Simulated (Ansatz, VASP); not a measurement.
This is a calculation of TePb for VASP 6.6.1.

File INCAR:

```
SYSTEM = TePb
PREC     = Accurate       ! precision mode
ENCUT    = 600            ! plane-wave cutoff, eV
EDIFF    = 1E-6           ! SCF threshold, eV
ISMEAR   = -1             ! smearing method
SIGMA    = 0.05           ! smearing width, eV
LREAL    = .False.        ! projectors in reciprocal space
LASPH    = .True.         ! aspherical terms in the spheres
NELM     = 100            ! most SCF steps
ALGO     = Normal         ! electronic algorithm
ISIF     = 3              ! what is computed and relaxed
LWAVE    = .False.        ! write WAVECAR
LCHARG   = .False.        ! write CHGCAR
GGA      = PS             ! functional
IVDW     = 12             ! dispersion correction
IBRION   = 2              ! ionic algorithm
NSW      = 60             ! ionic steps
EDIFFG   = -0.02          ! ionic threshold
```

Contents of KPOINTS:

```
regular mesh
0
Gamma
  7 7 7
  0 0 0
```

File POSCAR:

```
TePb
1.0
    0.0000000000      3.2310000000      3.2310000000
    3.2310000000      0.0000000000      3.2310000000
    3.2310000000      3.2310000000      0.0000000000
Pb Te
1 1
Direct
    0.0000000000      0.0000000000      0.0000000000
    0.5000000000      0.5000000000      0.5000000000
```

Potentials or basis: VASP PAW PBE potentials, release 64 (Pb_d, Te).

Launch:

```sh
$ cat potpaw_PBE.64/Pb_d/POTCAR potpaw_PBE.64/Te/POTCAR > POTCAR
$ mpirun -np 1 vasp_std > vasp.out
```

Task: Set up the same calculation for Ansatz 0.2.0. Potentials there: Ansatz PAW.

Result: As run (the cutoff follows the program's own potentials):

The input input.yaml:

```yaml
crystal:
  lattice:
    - [0.0, 3.231, 3.231]
    - [3.231, 0.0, 3.231]
    - [3.231, 3.231, 0.0]
  atoms:
    - { symbol: Pb, position: [0.0, 0.0, 0.0] }
    - { symbol: Te, position: [0.5, 0.5, 0.5] }
hamiltonian:
  xc: pbesol
  pseudopotentials: { kind: paw }
  dispersion: d3bj
kpoints:
  mp_grid: { grid: [7, 7, 7] }
scf:
  occupations: { method: fermi_dirac, width: 0.05 }
output:
  forces: true
  stress: true
  eigenvalues: true
relax:
  f_tol: 0.01
  max_steps: 40
  cell: { stress_tol: 0.05 }
```

Potentials or basis: Ansatz PAW.

Command:

```sh
$ ansatz run input.yaml --threads 2 --pin off --max-ram 5632MiB --backend cpu --events-out ev --progress --plain --runs-dir out
```

Both were run:

|  | VASP | Ansatz | Ansatz less VASP |
| --- | --- | --- | --- |
| gap on the k mesh at the Fermi level, each at its own relaxed structure (eV) | 0.88 | 0.88 | -0.003 |
| relaxed volume (Å³/atom) | 32.00 | 31.99 | -0.012 |
| relaxed cell length with the largest relative difference (Å) | 4.490 | 4.489 | -0.0006 |
| energy change over the relaxation (meV/atom) | -13 | -13 | -0.2 |

The two sets of potentials don't hold the same shells in valence.

Caveats: the PAW data sets were made with another functional, which shifts forces and pressure a little (VASP); the plane-wave basis is chosen anew once the cell has moved, so the energies of steps on either side of that aren't comparable (Ansatz); the PAW data sets come from PBE, with cores solved anew for the run's functional, which leaves a small shift of forces and pressure (Ansatz). The runs have no spin-orbit coupling, so splittings on Pb, Te are missing.
